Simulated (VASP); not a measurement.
Write the native input for VASP 6.6.1 that does the following.

* Task: relaxation of cell and atoms
* Functional: PBE
* Potentials or basis: VASP PAW PBE potentials, release 64 (Cu, Cl)
* Cutoff: 600 eV
* k mesh: 10 × 10 × 10
* Occupations: gaussian, width 0.03 eV
* Spin: no spin polarisation
* Further INCAR settings: ALGO = Normal; EDIFF = 1e-06; IBRION = 2; EDIFFG = -0.01; NSW = 90; ISIF = 3

The structure of CuCl (Nantokite) lies in POSCAR:

```
CuCl
1.0
    0.0000000000      2.7028500000      2.7028500000
    2.7028500000      0.0000000000      2.7028500000
    2.7028500000      2.7028500000      0.0000000000
Cu Cl
1 1
Direct
    0.0000000000      0.0000000000      0.0000000000
    0.2500000000      0.2500000000      0.2500000000
```

These files were run (other wordings do the same):

INCAR

```
PREC     = Accurate       # precision mode
ENCUT    = 600            # plane-wave cutoff, eV
EDIFF    = 1E-6           # SCF threshold, eV
ISMEAR   = 0              # smearing method
SIGMA    = 0.03           # smearing width, eV
LREAL    = F              # projectors in reciprocal space
LASPH    = T              # aspherical terms in the spheres
NELM     = 80             # most SCF steps
ALGO     = Normal         # electronic algorithm
ISIF     = 3              # what is computed and relaxed
LWAVE    = F              # write WAVECAR
LCHARG   = F              # write CHGCAR
GGA      = PE             # functional
IBRION   = 2              # ionic algorithm
NSW      = 90             # ionic steps
EDIFFG   = -0.01          # ionic threshold
```

KPOINTS

```
regular mesh
0
Gamma
  10 10 10
```

Potentials or basis: VASP PAW PBE potentials, release 64 (Cu, Cl).

The run is started by

```console
$ cat potpaw_PBE.64/Cu/POTCAR potpaw_PBE.64/Cl/POTCAR > POTCAR
$ mpirun -np 1 vasp_std > vasp.out
```

It gave:

```json
{
 "Relaxed volume": "19.99 Å³/atom",
 "Relaxed cell": "a = 3.838 Å, b = 3.838 Å, c = 3.838 Å, α = 60.00°, β = 60.00°, γ = 60.00°",
 "Space group after relaxing (to 0.05 Å)": "F-43m (No. 216)",
 "Energy gained by relaxing": "0.5 meV/atom",
 "Ionic steps": "2",
 "Pressure after relaxing": "0.1 GPa",
 "Band gap on the k mesh": "0.53 eV, direct"
}
```

It took 16 s on 1 thread of Intel(R) Xeon(R) 6975P-C (Granite Rapids) (shared host), peak memory 0.19 GiB.
